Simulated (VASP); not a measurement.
Set up this calculation in VASP 6.6.1, as the native input.

```yaml
Task: G0W0 quasiparticle levels
Functional: LDA
Potentials_or_basis: VASP PAW LDA potentials, release 64 (As_GW, Al_GW)
Cutoff: 450 eV
k_mesh: 4 × 4 × 4
Occupations: gaussian, width 0.01 eV
Spin: no spin polarisation
GW_scheme: G0W0
GW_iterations: 1
Cutoff_of_the_response_function: 110
Frequency_points: 50
Empty_bands: 118
Further_INCAR_settings: ALGO = EVGW0; EDIFF = 1e-08; NBANDS = 122
```

AlAs:

```
CELL_PARAMETERS angstrom
0.00000 2.83040 2.83040
2.83040 0.00000 2.83040
2.83040 2.83040 0.00000
ATOMIC_POSITIONS crystal
As 0.75000 0.75000 0.75000
Al 0.00000 0.00000 0.00000
```

These files were run (other wordings do the same):

POSCAR

```
AlAs
1.0
    0.0000000000      2.8304000000      2.8304000000
    2.8304000000      0.0000000000      2.8304000000
    2.8304000000      2.8304000000      0.0000000000
As Al
1 1
Direct
    0.7500000000      0.7500000000      0.7500000000
    0.0000000000      0.0000000000      0.0000000000
```

INCAR.step1

```
PREC = Accurate
ENCUT = 450
EDIFF = 1E-8
ISMEAR = 0
SIGMA = 0.01
LREAL = F
LASPH = T
NELM = 60
ALGO = Normal
LWAVE = T
LCHARG = F
```

INCAR.step2

```
PREC = Accurate
ENCUT = 450
EDIFF = 1E-8
ISMEAR = 0
SIGMA = 0.01
LREAL = F
LASPH = T
NELM = 1
ALGO = Exact
LWAVE = T
LCHARG = F
NBANDS = 122
LOPTICS = T
ISTART = 1
```

INCAR.step3

```
PREC = Accurate
ENCUT = 450
EDIFF = 1E-8
ISMEAR = 0
SIGMA = 0.01
LREAL = F
LASPH = T
ALGO = EVGW0
LWAVE = F
LCHARG = F
NELMGW = 1
NBANDS = 122
ENCUTGW = 110
NOMEGA = 50
PRECFOCK = Fast
ISTART = 1
NBANDSGW = 12
```

KPOINTS

```
Automatic mesh
0
Gamma
  4 4 4
```

Potentials or basis: VASP PAW LDA potentials, release 64 (As_GW, Al_GW).

Run with:

```bash
$ cat potpaw_LDA.64/As_GW/POTCAR potpaw_LDA.64/Al_GW/POTCAR > POTCAR
$ cp INCAR.step1 INCAR
$ mpirun -np 1 vasp_std > vasp.out
$ cp INCAR.step2 INCAR
$ mpirun -np 1 vasp_std > vasp.out
$ cp INCAR.step3 INCAR
$ mpirun -np 1 vasp_std > vasp.out
```

It gave:

```json
{
 "Band gap on the k mesh, mean-field level": "1.30 eV, indirect (least direct gap 1.86 eV)",
 "Quasiparticle gap": "1.89 eV",
 "Least direct quasiparticle gap": "2.92 eV"
}
```

Caveat: the k mesh is coarse (spacing up to 0.48 Å⁻¹), so the values aren't converged; bands, screening cutoff and mesh are small and nothing is extrapolated, so the quasiparticle values aren't converged.

Run time: 37 s on 1 thread of Intel(R) Xeon(R) 6975P-C (Granite Rapids) (shared host), peak memory 0.34 GiB.
